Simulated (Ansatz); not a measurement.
# TaN: the cost of one run

Method: DFT PBE, scalar-relativistic, plane waves, PAW, in Ansatz 0.2.0.

### 1 Starting point

It takes space group P-6m2 (No. 187, hexagonal). The conventional cell has a = 2.938 Å, b = 2.938 Å, c = 2.883 Å, α = 90.00°, β = 90.00°, γ = 120.00°. Ta (site symmetry -6m2) is surrounded by 6 N at 2.23 Å. N (site symmetry -6m2) is surrounded by 6 Ta at 2.23 Å.

Coordinates:

```
Ta N
1.0
     8.81400    0.00000    0.00000
    -4.40700    7.63315    0.00000
     0.00000    0.00000    8.64900
Ta N
27 27
Cartesian
  0.0000 1.6963 1.4415
  0.0000 1.6963 4.3245
  0.0000 1.6963 7.2075
  -1.4690 4.2406 1.4415
  -1.4690 4.2406 4.3245
  -1.4690 4.2406 7.2075
  -2.9380 6.7850 1.4415
  -2.9380 6.7850 4.3245
  -2.9380 6.7850 7.2075
  2.9380 1.6963 1.4415
  2.9380 1.6963 4.3245
  2.9380 1.6963 7.2075
  1.4690 4.2406 1.4415
  1.4690 4.2406 4.3245
  1.4690 4.2406 7.2075
  0.0000 6.7850 1.4415
  0.0000 6.7850 4.3245
  0.0000 6.7850 7.2075
  5.8760 1.6963 1.4415
  5.8760 1.6963 4.3245
  5.8760 1.6963 7.2075
  4.4070 4.2406 1.4415
  4.4070 4.2406 4.3245
  4.4070 4.2406 7.2075
  2.9380 6.7850 1.4415
  2.9380 6.7850 4.3245
  2.9380 6.7850 7.2075
  0.0000 0.0000 0.0000
  0.0000 0.0000 2.8830
  0.0000 0.0000 5.7660
  -1.4690 2.5444 0.0000
  -1.4690 2.5444 2.8830
  -1.4690 2.5444 5.7660
  -2.9380 5.0888 0.0000
  -2.9380 5.0888 2.8830
  -2.9380 5.0888 5.7660
  2.9380 0.0000 0.0000
  2.9380 0.0000 2.8830
  2.9380 0.0000 5.7660
  1.4690 2.5444 0.0000
  1.4690 2.5444 2.8830
  1.4690 2.5444 5.7660
  0.0000 5.0888 0.0000
  0.0000 5.0888 2.8830
  0.0000 5.0888 5.7660
  5.8760 0.0000 0.0000
  5.8760 0.0000 2.8830
  5.8760 0.0000 5.7660
  4.4070 2.5444 0.0000
  4.4070 2.5444 2.8830
  4.4070 2.5444 5.7660
  2.9380 5.0888 0.0000
  2.9380 5.0888 2.8830
  2.9380 5.0888 5.7660
```

The runs take a perfect supercell of 54 atoms; the defect goes to fractional position (0.111, 0.222, 0.167).

### 2 The perfect supercell

Input file input.yaml:

```yaml
crystal:
  lattice:
    - [8.814, 0.0, 0.0]
    - [-4.407, 7.633148, 0.0]
    - [0.0, 0.0, 8.649]
  atoms:
    - { symbol: Ta, position: [0.111111, 0.222222, 0.166667] }
    - { symbol: Ta, position: [0.111111, 0.222222, 0.5] }
    - { symbol: Ta, position: [0.111111, 0.222222, 0.833333] }
    - { symbol: Ta, position: [0.111111, 0.555556, 0.166667] }
    - { symbol: Ta, position: [0.111111, 0.555556, 0.5] }
    - { symbol: Ta, position: [0.111111, 0.555556, 0.833333] }
    - { symbol: Ta, position: [0.111111, 0.888889, 0.166667] }
    - { symbol: Ta, position: [0.111111, 0.888889, 0.5] }
    - { symbol: Ta, position: [0.111111, 0.888889, 0.833333] }
    - { symbol: Ta, position: [0.444444, 0.222222, 0.166667] }
    - { symbol: Ta, position: [0.444444, 0.222222, 0.5] }
    - { symbol: Ta, position: [0.444444, 0.222222, 0.833333] }
    - { symbol: Ta, position: [0.444444, 0.555556, 0.166667] }
    - { symbol: Ta, position: [0.444444, 0.555556, 0.5] }
    - { symbol: Ta, position: [0.444444, 0.555556, 0.833333] }
    - { symbol: Ta, position: [0.444444, 0.888889, 0.166667] }
    - { symbol: Ta, position: [0.444444, 0.888889, 0.5] }
    - { symbol: Ta, position: [0.444444, 0.888889, 0.833333] }
    - { symbol: Ta, position: [0.777778, 0.222222, 0.166667] }
    - { symbol: Ta, position: [0.777778, 0.222222, 0.5] }
    - { symbol: Ta, position: [0.777778, 0.222222, 0.833333] }
    - { symbol: Ta, position: [0.777778, 0.555556, 0.166667] }
    - { symbol: Ta, position: [0.777778, 0.555556, 0.5] }
    - { symbol: Ta, position: [0.777778, 0.555556, 0.833333] }
    - { symbol: Ta, position: [0.777778, 0.888889, 0.166667] }
    - { symbol: Ta, position: [0.777778, 0.888889, 0.5] }
    - { symbol: Ta, position: [0.777778, 0.888889, 0.833333] }
    - { symbol: "N", position: [0.0, 0.0, 0.0] }
    - { symbol: "N", position: [0.0, 0.0, 0.333333] }
    - { symbol: "N", position: [0.0, 0.0, 0.666667] }
    - { symbol: "N", position: [0.0, 0.333333, 0.0] }
    - { symbol: "N", position: [0.0, 0.333333, 0.333333] }
    - { symbol: "N", position: [0.0, 0.333333, 0.666667] }
    - { symbol: "N", position: [0.0, 0.666667, 0.0] }
    - { symbol: "N", position: [0.0, 0.666667, 0.333333] }
    - { symbol: "N", position: [0.0, 0.666667, 0.666667] }
    - { symbol: "N", position: [0.333333, 0.0, 0.0] }
    - { symbol: "N", position: [0.333333, 0.0, 0.333333] }
    - { symbol: "N", position: [0.333333, 0.0, 0.666667] }
    - { symbol: "N", position: [0.333333, 0.333333, 0.0] }
    - { symbol: "N", position: [0.333333, 0.333333, 0.333333] }
    - { symbol: "N", position: [0.333333, 0.333333, 0.666667] }
    - { symbol: "N", position: [0.333333, 0.666667, 0.0] }
    - { symbol: "N", position: [0.333333, 0.666667, 0.333333] }
    - { symbol: "N", position: [0.333333, 0.666667, 0.666667] }
    - { symbol: "N", position: [0.666667, 0.0, 0.0] }
    - { symbol: "N", position: [0.666667, 0.0, 0.333333] }
    - { symbol: "N", position: [0.666667, 0.0, 0.666667] }
    - { symbol: "N", position: [0.666667, 0.333333, 0.0] }
    - { symbol: "N", position: [0.666667, 0.333333, 0.333333] }
    - { symbol: "N", position: [0.666667, 0.333333, 0.666667] }
    - { symbol: "N", position: [0.666667, 0.666667, 0.0] }
    - { symbol: "N", position: [0.666667, 0.666667, 0.333333] }
    - { symbol: "N", position: [0.666667, 0.666667, 0.666667] }
basis:
  ecutwfc: 420
  fft_grid_basis: typed
kpoints:
  mp_grid: { grid: [3, 3, 2] }
hamiltonian:
  xc: pbe
  pseudopotentials: { kind: paw }
scf:
  occupations: { method: gaussian, width: 0.05 }
output:
  forces: true
  stress: false
  eigenvalues: true
  bader: false
  write_density: true
  volumetric_format: npy
```

Launch:

```bash
> ansatz run input.yaml --threads 8 --pin off --max-ram 16384MiB --backend cpu --events-out ev --progress --plain --runs-dir out
```

What time and memory should one allow on 8 threads of Arm Neoverse V1, shared host?

About 18 s, with a peak of 4.3 GiB.
